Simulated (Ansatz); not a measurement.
**I: single point with PBE**

I:

```xyz
1
Lattice="0.0000 2.3656 3.9098 2.1922 0.0000 3.9098 2.1922 2.3656 0.0000" Properties=species:S:1:pos:R:3 pbc="T T T"
I     0.0000    0.0000    0.0000
```

* Program: Ansatz 0.2.0
* Task: single point
* Functional: PBE
* Potentials or basis: all-electron LAPW, scalar-relativistic
* Cutoff: 161 eV (chosen from the basis error)
* Basis error allowed: 0.001 eV/atom
* k mesh: 9 × 9 × 9
* Occupations: gaussian, width 0.028 eV
* Spin: no spin polarisation

```json
{
 "Pressure": "0.5 GPa",
 "Band gap on the k mesh": "none (metal or under the smearing width)"
}
```

Stress tensor (GPa, compression positive):
```
0.42 0.00 0.00
0.00 0.17 0.00
0.00 0.00 0.76
```

Levels at points of the mesh, in eV from the Fermi level:
```
           k point  band 9  band 10  band 11  band 12  band 13  band 14  band 15  band 16  band 17
(0.00, 0.00, 0.00)  -45.08   -13.88    -1.94     0.78     1.05     4.55     7.60     8.27    12.33
```

It took 9.9 s on 1 thread of Arm Neoverse V1, with other jobs on the host, peak memory 0.28 GiB.

Caveat: an odd number of electrons without spin polarisation forces a metal; a magnetic or distorted state may lie lower. Spin-orbit coupling is left out, which matters for the levels of I.
